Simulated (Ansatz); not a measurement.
The system is ScAl3.

```xyz
4
Lattice="4.0878 0.0000 0.0000 0.0000 4.0878 0.0000 0.0000 0.0000 4.0878" Properties=species:S:1:pos:R:3 pbc="T T T"
Sc    0.0000    0.0000    0.0000
Al    2.0439    2.0439    0.0000
Al    0.0000    2.0439    2.0439
Al    2.0439    0.0000    2.0439
```

The cell is a database's computed one.

Program: Ansatz 0.2.0. Alike in all runs: potentials or basis all-electron LAPW, scalar-relativistic; no spin polarisation; cell as given; k mesh 7 × 7 × 7; smearing fermi-dirac 0.05 eV.

Order these runs on this cell by their pressure, lowest first.
A. level LDA; cutoff (eV) 165; basis error allowed 0.002 eV/atom
B. level PBEsol; cutoff (eV) 180; basis error allowed 0.001 eV/atom
C. level PBE; cutoff (eV) 164; basis error allowed 0.002 eV/atom

A (-3.7 GPa), B (-1.1 GPa), C (1.1 GPa).

Not every run made on this cell is shown here.
